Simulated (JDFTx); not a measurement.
Runs of JDFTx 1.7.0 (patched build) on SiC (Moissanite). The structure is hexagonal, space group P6_3mc (No. 186). The conventional cell has a = 3.076 Å, b = 3.076 Å, c = 5.048 Å, α = 90.00°, β = 90.00°, γ = 120.00°. Si (site symmetry 3m) is surrounded by 4 C at 1.87 to 1.94 Å. C (site symmetry 3m) is surrounded by 4 Si at 1.87 to 1.94 Å. 

```tsv
task	level	potentials or basis	cell	k mesh	further solve for the empty bands	symmetries	Q point	cutoff of the response	length of q	mesh quality	gap on the mesh (eV)	pressure (GPa)	relaxed volume (Å³/atom)	largest force (eV/Å)
single point	PBE	PseudoDojo-SR-PBE-0.5-standard	atoms moved at random, drawn with an rms of 0.05 Å	10 × 10 × 5	yes	-	-	-	-	not flagged	2.35	3.7	-	1.52
relaxation of cell and atoms	PBEsol	PseudoDojo-SR-PBEsol-0.4.1-standard	relaxed	10 × 10 × 5	no	-	-	-	-	not flagged	2.28	0.0	10.34	-
single point	PBE	PseudoDojo-SR-PBE-0.5-standard	as given	10 × 10 × 5	yes	-	-	-	-	not flagged	2.49	3.7	-	0.76
relaxation of cell and atoms	PBE+D3	PseudoDojo-SR-PBE-0.5-standard	relaxed	10 × 10 × 5	no	-	-	-	-	not flagged	2.45	0.0	10.40	-
relaxation of cell and atoms	RPBE	PseudoDojo-SR-PBE-0.5-standard	relaxed	10 × 10 × 5	no	-	-	-	-	not flagged	2.55	0.0	10.54	-
screening	PBE	PseudoDojo-SR-PBE-0.5-standard	as given	4 × 4 × 2	yes	none	[0.25, 0, 0]	3 Ha	0.58966 Å⁻¹	coarse	2.58	(a)	-	(b)
single point	PBE	PseudoDojo-SR-PBE-0.5-standard	as given	5 × 5 × 2	yes	-	-	-	-	coarse	2.82	3.8	-	0.72
```

Alike in all rows: no spin polarisation; cutoff (eV) 1116; smearing fermi-dirac 0.05 eV.

**Question.** Estimate the missing entries.

**Answer.** (a) 3.9; (b) 0.69.

Caveats: some runs use coarse meshes; an odd mesh through Γ misses points on the zone boundary, where band edges often lie (some runs); the empty levels aren't tightly converged (some runs); the potentials were made for another functional, which shifts forces and pressure (some runs).

A gap of «none» marks a metal or a gap under the smearing width.
